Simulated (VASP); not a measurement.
Here is a VASP 6.6.1 calculation.

INCAR

```
ALGO = Normal
EDIFF = 1E-7
EDIFFG = -0.005
ENCUT = 600
GGA = PE
IBRION = 2
ISIF = 3
ISMEAR = 0
IVDW = 12
KPAR = 8
LASPH = T
LATTICE_CONSTRAINTS = .TRUE. .TRUE. .FALSE.
LCHARG = F
LREAL = F
LWAVE = F
NELM = 80
NSW = 90
PREC = Accurate
SIGMA = 0.03
```

Contents of KPOINTS:

```
k-points
0
Gamma
  9 9 1
```

POSCAR

```
Bi2Se3                                  
1.0
    4.1366051871      0.0000000000      0.0000000000
   -2.0683025935      3.5824051796      0.0000000000
    0.0000000000      0.0000000000     44.0568509300
  Se              Bi            
     9     6
Direct
     0.0000000000000000    1.0000000000000000    0.2038060319917185
     0.6666666699999979    0.3333333300000021    0.2834482505995524
     0.3333333300000021    0.6666666699999979    0.3630844092177397
     0.6666666699999979    0.3333333300000021    0.4203435859378090
     0.3333333300000021    0.6666666699999979    0.5000000000000000
     0.0000000000000000    0.0000000000000000    0.5796564140621910
     0.3333333300000021    0.6666666699999979    0.6369155907822603
     0.0000000000000000    1.0000000000000000    0.7165517494004477
     0.6666666699999979    0.3333333300000021    0.7961939680082815
     0.3333333300000021    0.6666666699999979    0.2395560872705902
     1.0000000000000000    0.0000000000000000    0.3272118282199671
     1.0000000000000000    1.0000000000000000    0.4561938764823483
     0.6666666699999979    0.3333333300000021    0.5438061235176518
     0.6666666699999979    0.3333333300000021    0.6727881717800330
     0.3333333300000021    0.6666666699999979    0.7604439127294098
```

Potentials or basis: VASP PAW PBE potentials, release 64 (Se, Bi_d).

Run with:

```console
$ cat potpaw_PBE.64/Se/POTCAR potpaw_PBE.64/Bi_d/POTCAR > POTCAR
$ mpirun -np 8 vasp_std > vasp.out
```

Estimate the relaxed volume.

43.49 Å³/atom.

Estimate the dispersion energy per atom.

-0.374 eV.

Forces on the atoms (eV/Å):
```
Se   0.000  0.000  0.000
Se   0.000  0.000  0.003
Se   0.000  0.000  0.003
Se   0.000  0.000  0.002
Se   0.000  0.000  0.000
Se   0.000  0.000 -0.002
Se   0.000  0.000 -0.003
Se   0.000  0.000 -0.003
Se   0.000  0.000  0.000
Bi   0.000  0.000  0.002
Bi   0.000  0.000  0.002
Bi   0.000  0.000  0.003
Bi   0.000  0.000 -0.003
Bi   0.000  0.000 -0.002
Bi   0.000  0.000 -0.002
```
